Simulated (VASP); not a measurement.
Here is a VASP 6.6.1 calculation.

File INCAR:

```
SYSTEM = BN
ALGO = Fast
EDIFF = 1E-8
ENCUT = 520
GGA = PE
ISIF = 2
ISMEAR = -1
LASPH = .TRUE.
LCHARG = .FALSE.
LEFG = .TRUE.
LREAL = .FALSE.
LWAVE = .FALSE.
NBANDS = 11
NELM = 100
PREC = Accurate
SIGMA = 0.02
```

Contents of KPOINTS:

```
k-points
0
G
  13 13 9
  0 0 0
```

POSCAR

```
BN
1.0
    2.5080409239      0.0000000000      0.0000000000
   -1.2467107647      2.1762310413      0.0000000000
   -0.6306650796     -1.0881155206      3.0225400000
B N
1 1
Direct
    0.9796430000      0.9834990000      0.0018060000
    0.6685060000      0.3323850000      0.9849990000
```

Potentials or basis: VASP PAW PBE potentials, release 64 (B, N).

Run with:

```sh
$ cat potpaw_PBE.64/B/POTCAR potpaw_PBE.64/N/POTCAR > POTCAR
$ mpirun -np 1 vasp_std > vasp.out
```

Q: Estimate the largest force.

A: 2.723 eV/Å.

Q: What does it give for the pressure?

A: 5.0 GPa.

Q: What does it give for the band gap on the k mesh?

A: 2.84 eV, indirect (least direct gap 4.54 eV).

Stress tensor (GPa, compression positive):
```
-2.47 -5.01  0.55
-5.01  9.49  1.18
 0.55  1.18  8.10
```

Caveat: an odd mesh through Γ misses points on the zone boundary, where band edges often lie; forces of over 1 eV/Å show positions far from the minimum, so gaps and moduli don't describe the material at rest.
